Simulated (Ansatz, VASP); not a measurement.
# Al5Ga3As8 (random alloy of the zinc-blende GaAs-AlAs line, x = 0.625): VASP beside Ansatz, part 2 of 2

Aim: how closely do two programs agree when they are given the same cell, functional and k mesh? Of the first pair: The structure shown is the start of the Ansatz relaxation below; VASP solves that cell, so the two are compared at the walk's first step.

VASP 6.6.1 and Ansatz 0.2.0.

So far: Set-up; Ansatz: relaxation, PBE.

## 3. VASP: single point, PBE, start cell, pair 1

Level of this step: PBE; plane waves and PAW (Ga_d, As, Al) (VASP).

The same cell, functional, mesh and smearing now go to VASP, with its own data sets.

Lines of VASP's logs that name or quote its potential files are left out, and so is its time.

The input, INCAR:

```
SYSTEM = Al5Ga3As8
PREC = Accurate
ENCUT = 400
EDIFF = 1E-06
NELM = 120
ISMEAR = -1
SIGMA = 0.025
LREAL = Auto
ALGO = Normal
GGA = PE
NBANDS = 232
LORBIT = 11
LWAVE = .FALSE.
LCHARG = .FALSE.
ISIF = 2
LASPH = .TRUE.
GGA_COMPAT = .FALSE.
EFERMI = MIDGAP
NCORE = 2
```

The input, POSCAR:

```
Al5Ga3As8
1.0
   11.4750000000      0.0000000000      0.0000000000
    0.0000000000     11.4750000000      0.0000000000
    0.0000000000      0.0000000000     11.4750000000
Ga As Al
12 32 20
Direct
    0.0028322440      0.9989281046      0.9990762527
    0.9987886710      0.2493071895      0.7488017429
    0.0002091503      0.5010806100      0.0005228758
    0.9996427015      0.7510239651      0.2514596950
    0.2520871460      0.7503180828      0.4993464052
    0.4993986928      0.0000784314      0.9989193900
    0.7478605664      0.0009586057      0.7513812636
    0.4994596950      0.7457603486      0.2518082789
    0.7497603486      0.4997908497      0.2500305011
    0.7504313725      0.7494814815      0.0008627451
    0.5000784314      0.7496122004      0.7523224401
    0.7477821351      0.5005490196      0.7508758170
    0.1231285403      0.1265098039      0.1209934641
    0.1245664488      0.3775511983      0.3714074074
    0.3730806100      0.1246971678      0.3734727669
    0.3770021786      0.3765664488      0.1258823529
    0.1233725490      0.1245315904      0.6259172113
    0.1235294118      0.3738300654      0.8749803922
    0.3762875817      0.1246710240      0.8734466231
    0.3738910675      0.3753289760      0.6286623094
    0.1243921569      0.6230065359      0.1243921569
    0.1266230937      0.8755032680      0.3765403050
    0.3744836601      0.6258474946      0.3748671024
    0.3725664488      0.8724793028      0.1241220044
    0.1214814815      0.6244705882      0.6264400871
    0.1246535948      0.8753289760      0.8757124183
    0.3756601307      0.6252113290      0.8769673203
    0.3738910675      0.8757385621      0.6251328976
    0.6262222222      0.1242178649      0.1271285403
    0.6252984749      0.3762875817      0.3733420479
    0.8755468410      0.1264662309      0.3734989107
    0.8721830065      0.3769498911      0.1257080610
    0.6284270153      0.1217603486      0.6271459695
    0.6265010893      0.3746840959      0.8739520697
    0.8739084967      0.1259084967      0.8730108932
    0.8748235294      0.3765141612      0.6263093682
    0.6260827887      0.6254117647      0.1261873638
    0.6288104575      0.8757734205      0.3748322440
    0.8730370370      0.6240958606      0.3732636166
    0.8747015251      0.8767233115      0.1253681917
    0.6265708061      0.6294117647      0.6245664488
    0.6244967320      0.8761917211      0.8744400871
    0.8772461874      0.6248104575      0.8739172113
    0.8748671024      0.8770196078      0.6256383442
    0.0030413943      0.2486710240      0.2505620915
    0.2494379085      0.9993289760      0.2519825708
    0.2500740741      0.2510239651      0.9980827887
    0.0015686275      0.9988061002      0.4997908497
    0.2480522876      0.0004095861      0.7528888889
    0.2486971678      0.2529498911      0.5000871460
    0.2486884532      0.5021786492      0.2508932462
    0.2519738562      0.7526535948      0.0038082789
    0.0002788671      0.5015337691      0.5005490196
    0.0004008715      0.7513289760      0.7496122004
    0.2503529412      0.5002091503      0.7488278867
    0.5006971678      0.2510326797      0.2480871460
    0.7495424837      0.0000610022      0.2476078431
    0.7506143791      0.2477124183      0.9999302832
    0.4999564270      0.9986492375      0.5022222222
    0.5028409586      0.2505882353      0.7479128540
    0.7513986928      0.2500827887      0.4996688453
    0.5009237473      0.5002440087      0.0001394336
    0.5038169935      0.4966884532      0.4988671024
    0.7509803922      0.7504226580      0.5004880174
```

The input, KPOINTS:

```
Automatic mesh
0
Gamma
1 1 1
0 0 0
```

The projector-augmented-wave data sets are Ga_d, As and Al (PBE family, release 64).

Run with:

```bash
$ mpirun -np 8 vasp_gam
```

Numbers of over 12 decimals in the logs are rounded to 6 here.

Log:

```text
[banner, memory and clock lines left out]
running    8 mpi-ranks, on    1 nodes
[...]
LDA part: xc-table for (Slater+PW92), standard interpolation
 POSCAR, INCAR and KPOINTS ok, starting setup
[...]
entering main loop
       N       E                     dE             d eps       ncg     rms          rms(c)
DAV:   1     0.442613888500E+04    0.44261E+04   -0.12487E+05   472   0.167E+03
DAV:   2     0.736538668958E+03   -0.36896E+04   -0.35914E+04   528   0.455E+02
DAV:   3    -0.166901759235E+03   -0.90344E+03   -0.82409E+03   608   0.182E+02
DAV:   4    -0.282192049792E+03   -0.11529E+03   -0.11245E+03   600   0.613E+01
[...]
DAV:  15    -0.281888864553E+03   -0.69463E-05   -0.38909E-05   536   0.306E-02    0.399E-03
DAV:  16    -0.281888866113E+03   -0.15598E-05   -0.84529E-06   368   0.155E-02    0.284E-03
DAV:  17    -0.281888866670E+03   -0.55763E-06   -0.22178E-06   352   0.114E-02
   1 F= -.28188887E+03 E0= -.28188887E+03  d E =-.598944E-08
```

OUTCAR, selected parts (step 3):

```text
  Total        2.0188109      2.1720641      2.1549566      0.7272606      1.0127222     -0.7785107
  in kB        2.1406622      2.3031654      2.2850254      0.7711566      1.0738481     -0.8255000
  external PRESSURE =       2.2429510 kB  Pullay stress =       0.0000000 kB

 POSITION                                       TOTAL-FORCE (eV/Angst)
 -----------------------------------------------------------------------------------
      0.03250     11.46270     11.46440        -0.480173      0.156562     -0.073738
     11.46110      2.86080      8.59250        -0.021673      0.096895      0.059002
      0.00240      5.74990      0.00600        -0.180824     -0.220945     -0.055454
     11.47090      8.61800      2.88550         0.012262     -0.097469     -0.145467
      2.89270      8.60990      5.73000        -0.220208     -0.102898      0.255241
      5.73060      0.00090     11.46260        -0.019663     -0.037836      0.203579
      8.58170      0.01100      8.62210         0.374170     -0.210423      0.079462
      5.73130      8.55760      2.88950         0.181899      0.511102     -0.129008
      8.60350      5.73510      2.86910         0.001713      0.114234     -0.108181
      8.61120      8.60030      0.00990         0.101726      0.066953     -0.138343
      5.73840      8.60180      8.63290        -0.110710      0.095144     -0.179374
      8.58080      5.74380      8.61630         0.216642      0.163358     -0.095177
      1.41290      1.45170      1.38840         0.438337     -0.128486      0.401256
      1.42940      4.33240      4.26190         0.055324     -0.108146      0.460031
[...]
-----------------------------------------------------------------------------------
    total drift:                                0.001179     -0.006739      0.001681

  FREE ENERGIE OF THE ION-ELECTRON SYSTEM (eV)
  ---------------------------------------------------
  free  energy   TOTEN  =      -281.8888666705 eV

  energy  without entropy=     -281.8888666645  energy(sigma->0) =     -281.88886667

[... 2 further parts left out ...]
```

The run ends at a pressure of 0.22 GPa, with forces up to 0.81 eV/Å.

## 4. Comparison

Known differences besides the potentials themselves: the data sets hold 696 valence electrons in Ansatz (on its default PAW (the set named soft_2) files) and 376 in VASP; the cutoff is 420 eV in Ansatz and 400 eV in VASP (PREC = Accurate, projectors in real space). Total energies have different zeros and are not compared.

Forces on 8 of the 64 atoms, those with the largest forces and the largest differences (eV/Å; atoms numbered as in POSCAR):

| atom | Ansatz x, y, z | VASP x, y, z |
| --- | --- | --- |
| Ga8 | 0.180, 0.507, -0.126 | 0.182, 0.511, -0.129 |
| As13 | 0.435, -0.129, 0.396 | 0.438, -0.128, 0.401 |
| As20 | 0.265, -0.041, -0.499 | 0.267, -0.042, -0.509 |
| As24 | 0.441, 0.435, 0.488 | 0.448, 0.445, 0.496 |
| As32 | 0.356, -0.410, -0.054 | 0.366, -0.416, -0.057 |
| As33 | -0.417, 0.470, -0.491 | -0.424, 0.477, -0.498 |
| Al52 | -0.425, -0.457, -0.455 | -0.429, -0.462, -0.458 |
| Al63 | -0.364, 0.434, 0.313 | -0.367, 0.437, 0.316 |

The forces differ by 3.9 meV/Å r.m.s., which is 1.7 % of the r.m.s. force of 0.226 eV/Å (both taken over all components).

## 5. Ansatz: relaxation, PBE

This run makes the geometry at which the two programs are then compared. The cell compared in this pair holds 1512.58 Å³, against 1510.98 Å³ for the pair before.

The structure compared here is the end of the Ansatz relaxation.

This is the run of step 2 again, met here at its other cell.

## 6. VASP: single point, PBE, relaxed cell, pair 2

The same cell, functional, mesh and smearing now go to VASP, with its own data sets.

Changes to INCAR since step 3:

```diff
@@ -2,3 +2,3 @@
 PREC = Accurate
-ENCUT = 400
+ENCUT = 500
 EDIFF = 1E-06
```

The input, POSCAR:

```
Al5Ga3As8
1.0
   11.4802300000     -0.0002840000      0.0003820000
   -0.0002840000     11.4786980000     -0.0006610000
    0.0003820000     -0.0006610000     11.4782560000
Ga As Al
12 32 20
Direct
    0.0004100000      0.0002900000      0.0000100000
    0.0002500000      0.2502000000      0.7499400000
    0.0001900000      0.5001200000      0.0001800000
    0.0001700000      0.7501200000      0.2502000000
    0.2501300000      0.7503500000      0.5001000000
    0.4999000000      0.0003800000      0.0001600000
    0.7502000000      0.0004700000      0.7498800000
    0.5000100000      0.7501100000      0.2502200000
    0.7502100000      0.5001200000      0.2502600000
    0.7502400000      0.7500700000      0.0003100000
    0.5000400000      0.7501200000      0.7498700000
    0.7501800000      0.5001000000      0.7500200000
    0.1255800000      0.1257100000      0.1255300000
    0.1253500000      0.3750600000      0.3751800000
    0.3750900000      0.1253300000      0.3751700000
    0.3750900000      0.3752000000      0.1250400000
    0.1257100000      0.1249400000      0.6244600000
    0.1260300000      0.3751500000      0.8750100000
    0.3746900000      0.1257000000      0.8745800000
    0.3749900000      0.3751000000      0.6249600000
    0.1260000000      0.6252300000      0.1251500000
    0.1252000000      0.8761300000      0.3751900000
    0.3748900000      0.6243800000      0.3751800000
    0.3743500000      0.8751100000      0.1250700000
    0.1248500000      0.6248900000      0.6253600000
    0.1256600000      0.8750000000      0.8747200000
    0.3746900000      0.6248400000      0.8754100000
    0.3751700000      0.8761900000      0.6249200000
    0.6254400000      0.1256400000      0.1254900000
    0.6246300000      0.3747000000      0.3755700000
    0.8751700000      0.1252100000      0.3750900000
    0.8752700000      0.3743900000      0.1252400000
    0.6246300000      0.1257400000      0.6246200000
    0.6248000000      0.3748000000      0.8753100000
    0.8747500000      0.1257500000      0.8755700000
    0.8752200000      0.3751500000      0.6241200000
    0.6246600000      0.6246100000      0.1247800000
    0.6254500000      0.8754900000      0.3754400000
    0.8751000000      0.6251200000      0.3760100000
    0.8748200000      0.8758000000      0.1254900000
    0.6252200000      0.6252000000      0.6242200000
    0.6251200000      0.8753200000      0.8751000000
    0.8755800000      0.6254800000      0.8746800000
    0.8754400000      0.8749000000      0.6247000000
    0.0002700000      0.2501400000      0.2504500000
    0.2503100000      0.0003700000      0.2501000000
    0.2502200000      0.2501100000      0.0002000000
    0.9998800000      0.0004100000      0.5002700000
    0.2499900000      0.0003800000      0.7501300000
    0.2502400000      0.2503100000      0.5000000000
    0.2500100000      0.4998700000      0.2500300000
    0.2500800000      0.7502700000      0.9998500000
    0.0005700000      0.5001600000      0.4999500000
    0.0003700000      0.7505700000      0.7499500000
    0.2502900000      0.5003500000      0.7497600000
    0.4999100000      0.2502300000      0.2500000000
    0.7498800000      0.0004300000      0.2503500000
    0.7497800000      0.2505300000      0.0002800000
    0.5002900000      0.0003200000      0.4997600000
    0.5000700000      0.2503600000      0.7499900000
    0.7502000000      0.2499900000      0.4999700000
    0.4999100000      0.4999300000      0.9997400000
    0.5000400000      0.5000700000      0.5002500000
    0.7501000000      0.7504500000      0.5001000000
```

KPOINTS is that of step 3.

Run with:

```bash
$ mpirun -np 8 vasp_gam
```

Log:

```text
[... set-up lines as in an earlier step ...]
 entering main loop
       N       E                     dE             d eps       ncg     rms          rms(c)
DAV:   1     0.519206770173E+04    0.51921E+04   -0.13979E+05   480   0.192E+03
DAV:   2     0.114036439191E+04   -0.40517E+04   -0.39266E+04   488   0.549E+02
DAV:   3    -0.123060635581E+03   -0.12634E+04   -0.11802E+04   648   0.212E+02
DAV:   4    -0.279399047270E+03   -0.15634E+03   -0.15213E+03   592   0.724E+01
[...]
DAV:  15    -0.282240163857E+03   -0.84858E-05   -0.58736E-05   560   0.446E-02    0.335E-03
DAV:  16    -0.282240165057E+03   -0.11999E-05   -0.11475E-05   456   0.123E-02    0.256E-03
DAV:  17    -0.282240165501E+03   -0.44382E-06   -0.19923E-06   336   0.994E-03
   1 F= -.28224017E+03 E0= -.28224017E+03  d E =-.456805E-08
```

From OUTCAR (step 6):

```text
  Total        1.5723446      1.6285556      1.6691372      0.0343584      0.0692606     -0.0307393
  in kB        1.6654791      1.7250196      1.7680050      0.0363936      0.0733631     -0.0325601
  external PRESSURE =       1.7195012 kB  Pullay stress =       0.0000000 kB

 POSITION                                       TOTAL-FORCE (eV/Angst)
 -----------------------------------------------------------------------------------
      0.00471      0.00333      0.00011        -0.001696     -0.000556      0.001137
      0.00309      2.87147      8.60784         0.001461      0.003216      0.000287
      0.00204      5.74073      0.00174        -0.000202      0.001620      0.001355
      0.00183      8.61024      2.87136         0.000583      0.004576     -0.001883
      2.87153      8.61264      5.73988         0.002332     -0.000398      0.000252
      5.73897      0.00422      0.00203        -0.002293      0.005757      0.003691
      8.61275      0.00469      8.60760         0.001016      0.002076     -0.003056
      5.74011      8.60998      2.87178         0.003635      0.004909      0.001019
      8.61254      5.74035      2.87250        -0.000966      0.000939     -0.000644
      8.61271      8.60961      0.00335         0.004985     -0.002471      0.000471
      5.74065      8.60976      8.60690        -0.006848      0.002437     -0.001474
      8.61238      5.73979      8.60888         0.000008     -0.000034      0.001642
      1.44170      1.44287      1.44083         0.002418      0.003343      0.005015
      1.43908      4.30492      4.30621        -0.006472      0.001392     -0.001708
[...]
-----------------------------------------------------------------------------------
    total drift:                               -0.035510     -0.078883     -0.024290

  FREE ENERGIE OF THE ION-ELECTRON SYSTEM (eV)
  ---------------------------------------------------
  free  energy   TOTEN  =      -282.2401655010 eV

  energy  without entropy=     -282.2401654964  energy(sigma->0) =     -282.24016550

[... 1 part as in an earlier step ...]

[... 1 further part left out ...]
```

The run ends at a pressure of 0.17 GPa, with forces up to 0.0095 eV/Å.

## 7. Side by side

What differs besides the data sets and the points named for the pairs above, as far as they apply: the data sets hold 696 valence electrons in Ansatz (on its default PAW (the set named soft_2) files) and 376 in VASP; the cutoff is 420 eV in Ansatz and 500 eV in VASP (PREC = Accurate, projectors in real space). Total energies have different zeros and are not compared.

Compared:

| quantity | Ansatz | VASP | difference |
| --- | --- | --- | --- |
| pressure (GPa) | 0.01 | 0.17 | -0.16 |
| gap on the k mesh (eV) | 1.023 | 1.025 | -0.002 |

The largest component of a force difference here is 8 meV/Å. A gap on the mesh is an upper bound, since the band edges may lie between its points.

## 8. Summary of results

```yaml
r_m_s_force_difference_single_point_pbe_start_cell_pair_1: 1.7 % of the r.m.s. force
difference_in_gap_on_the_k_mesh_single_point_pbe_relaxed_cell_pair_2: -0.0017 eV
```

What this shows: The r.m.s. force difference is 1.7 % of the r.m.s. force (single point, PBE, start cell, pair 1), within the 3 % picked in this series as the mark of a large difference. The data sets hold unlike numbers of valence electrons (696 in Ansatz and 376 in VASP), so part of the differences may come from the potentials. Such differences can come from data sets, numerical settings and the points named under the comparisons, not from the functional's error against experiment.

[Lines on the potential files, build, host, timing and source positions are cut from VASP's logs without a mark.]

[Logs are printed without paths, hosts, clocks, repeated set-up lines and the standing remarks that a program may print on its own settings, such as how far it seeks lower states.]

[Hosts, paths, dates, database ids (printed as entryN), source tags and the programs' standing remarks are cut or masked in the printed files.]
